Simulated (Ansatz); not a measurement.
A vibration from a frozen displacement in BN

These are results of DFT r2SCAN, scalar-relativistic, plane waves, PAW in Ansatz 0.2.0, not measurements. The runs took a 500 eV cutoff, a Γ-centred 6×6×6 mesh and Gaussian smearing (0.05 eV). No spin polarisation. Energies are free energies at this smearing, counted from the undisturbed cell; pressure is positive in compression.

Reference structure (relaxed at this level):

```xyz
8
Lattice="3.6096 0.0000 0.0000 0.0000 -3.6096 0.0000 0.0000 0.0000 -3.6096" Properties=species:S:1:pos:R:3 pbc="T T T"
B     0.0000    0.0000    0.0000
B     1.8048   -1.8048    0.0000
B     1.8048    0.0000   -1.8048
B     0.0000   -1.8048   -1.8048
N     2.7072   -2.7072   -2.7072
N     0.9024   -0.9024   -2.7072
N     0.9024   -2.7072   -0.9024
N     2.7072   -0.9024   -0.9024
```

Atom 5 (N) is moved by x along the Cartesian unit vector (0.000, 1.000, 0.000); the cell and all other atoms stay fixed. The cell's volume is 47.03 Å³; the moved atoms weigh 14.007 u together and the others 85.261 u. Some rows repeat others by symmetry and weren't run.

| x (Å) | ΔE (meV/cell) | total force on the moved atoms along the move (eV/Å) | pressure (GPa) |
| --- | --- | --- | --- |
| -0.1000 | 183.20 | 3.6498 | 0.9828 |
| -0.0875 | 140.39 | 3.1994 | 0.7617 |
| -0.0750 | 103.22 | 2.7467 | 0.5698 |
| -0.0625 | 71.73 | 2.2919 | 0.4070 |
| -0.0500 | 45.93 | 1.8355 | 0.2736 |
| -0.0375 | 25.85 | 1.3778 | 0.1701 |
| -0.0250 | 11.49 | 0.9191 | 0.0959 |
| -0.0125 | 2.87 | 0.4597 | 0.0513 |
| 0.0000 | 0.00 | 0.0000 | 0.0364 |
| 0.0125 | 2.87 | -0.4597 | 0.0513 |
| 0.0250 | 11.49 | -0.9191 | 0.0959 |
| 0.0375 | 25.85 | -1.3778 | 0.1701 |
| 0.0500 | 45.93 | -1.8355 | 0.2736 |
| 0.0625 | 71.73 | -2.2919 | 0.4070 |
| 0.0750 | 103.22 | -2.7467 | 0.5698 |
| 0.0875 | 140.39 | -3.1994 | 0.7617 |
| 0.1000 | 183.20 | -3.6498 | 0.9828 |

Task: What frequency belongs to this motion?

Result: The force constant is k = −dF/dx = 36.776 eV/Å², from the parabola through x = -0.0125, 0 and 0.0125. In every cell the moved atoms swing against the rest, so the mass is μ = m₁m₂/(m₁ + m₂) = 12.031 u, and ν̃ = 521.5 cm⁻¹ × √(|k|/μ) = 912 cm⁻¹. The pattern needn't be a normal mode: ν̃² is then a weighted mean of the squared nonzero frequencies at the zone centre of this cell, taken without macroscopic field, so it lies between the lowest and the highest of them.

Task: How far does the harmonic law reach?

Result: At x = -0.100 Å, kx²/2 = 183.88 meV against the computed 183.20 meV (-0.4 %): the well is still close to harmonic there.

Task: The pressure changes with x². What does that say about the frequency under compression?

Result: With E = k(V)x²/2, k ∝ V^(−2γ) and x scaling with the cell as V^(1/3), P − P0 = −∂E/∂V = (2γ − 2/3) ΔE/V. At x = 0.0250 Å, V(P − P0) = 47.03 × 0.05942 / 160.2 eV = 17.44 meV and ΔE = 11.49 meV, so γ = 1/3 + V(P − P0)/(2ΔE) = 1.09. This is the Grüneisen parameter of the motion under uniform scaling of the cell: shrinking the cell evenly by 1 % in volume raises the frequency by about 1.09 %.

Cost: 9 runs of about 0.81 core-minutes in all, on Intel Xeon 6975P-C (Granite Rapids) (shared hosts).

The nitrogen atom sits in a stiff well, as expected for zinc-blende BN, where short, strong, partly polar sp³ bonds join two light atoms. A move along a cube axis stretches two of its four bonds and shortens the other two. The tetrahedral site symmetry makes the two directions equivalent, so odd terms in the energy vanish and only a slight quartic softening remains.

The nearly parabolic well therefore doesn't mean that the bonds themselves are harmonic. Their anharmonicity shows in the pressure, which rises with displacement, and in the positive Grüneisen parameter of 1.09: evenly shortened bonds are stiffer.

The 912 cm⁻¹ lies below the well-known transverse optical Raman line of cubic BN, but this is no sign of underbinding. Moving one nitrogen of four mixes the zone-centre optical mode with zone-boundary modes folded into the cubic cell, including softer acoustic ones. The Grüneisen parameter is likewise an average over these modes, and doesn't give the pressure shift of the Raman line.
